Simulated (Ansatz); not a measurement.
# WC: the cost of one run

Method: DFT PBE, plane waves, PAW, scalar-relativistic, no spin polarisation, in Ansatz 0.2.0.

## Step 1: The starting structure

The cell holds 16 atoms (C8W8): a = 5.890 Å, b = 5.101 Å, c = 5.752 Å, α = 90.00°, β = 90.00°, γ = 90.00°.

Coordinates:

```xyz
16
Lattice="-2.9449 -5.1007 0.0000 4.4174 -2.5504 0.0000 0.0000 0.0000 5.7522" Properties=species:S:1:pos:R:3 pbc="T T T"
W     0.0000   -5.1007    0.0000
C     1.4725   -4.2506    1.4380
W     0.0000   -5.1007    2.8761
C     1.4725   -4.2506    4.3141
W    -1.4725   -2.5504    0.0000
C     0.0000   -1.7002    1.4380
W    -1.4725   -2.5504    2.8761
C     0.0000   -1.7002    4.3141
W     1.4725   -2.5504    0.0000
C     2.9449   -1.7002    1.4380
W     1.4725   -2.5504    2.8761
C     2.9449   -1.7002    4.3141
W     0.0000    0.0000    0.0000
C    -1.4725   -4.2506    1.4380
W     0.0000    0.0000    2.8761
C    -1.4725   -4.2506    4.3141
```

## Step 2: Run 1

200 steps of 1 fs under a Langevin thermostat at 2000 K.

The input, input.yaml:

```yaml
accuracy: low
crystal:
  lattice:
    - [-2.944907, -5.100728, 0.0]
    - [4.41736, -2.550364, 0.0]
    - [0.0, 0.0, 5.752194]
  atoms:
    - { symbol: W, position: [0.75, 0.5, 0.0] }
    - { symbol: C, position: [0.5, 0.6666667, 0.25] }
    - { symbol: W, position: [0.75, 0.5, 0.5] }
    - { symbol: C, position: [0.5, 0.6666667, 0.75] }
    - { symbol: W, position: [0.5, 0.0, 0.0] }
    - { symbol: C, position: [0.25, 0.1666667, 0.25] }
    - { symbol: W, position: [0.5, 0.0, 0.5] }
    - { symbol: C, position: [0.25, 0.1666667, 0.75] }
    - { symbol: W, position: [0.25, 0.5, 0.0] }
    - { symbol: C, position: [0.0, 0.6666667, 0.25] }
    - { symbol: W, position: [0.25, 0.5, 0.5] }
    - { symbol: C, position: [0.0, 0.6666667, 0.75] }
    - { symbol: W, position: [0.0, 0.0, 0.0] }
    - { symbol: C, position: [0.75, 0.1666667, 0.25] }
    - { symbol: W, position: [0.0, 0.0, 0.5] }
    - { symbol: C, position: [0.75, 0.1666667, 0.75] }
basis:
  ecutwfc: 420.0
kpoints:
  mp_grid: { grid: [2, 2, 2] }
hamiltonian:
  xc: pbe
  pseudopotentials: { kind: paw, azcp: { folder: soft_1 } }
scf:
  occupations: { method: fermi_dirac, width: 0.17 }
  lower_state_search: "off"
md:
  timestep: 1
  n_steps: 200
  ensemble: nvt_langevin
  temperature: 2000.0
  initial_velocities: maxwell_boltzmann
  seed: 337596
  friction: 0.02
```

On the command line:

```
$ ansatz run input.yaml --threads 1 --pin off --max-ram 3072MiB --backend cpu --events-out ev --progress --plain --runs-dir out
```

What time and memory should one allow on 1 thread of Arm Neoverse V2, shared host?

About 14 min, with a peak of 0.52 GiB.
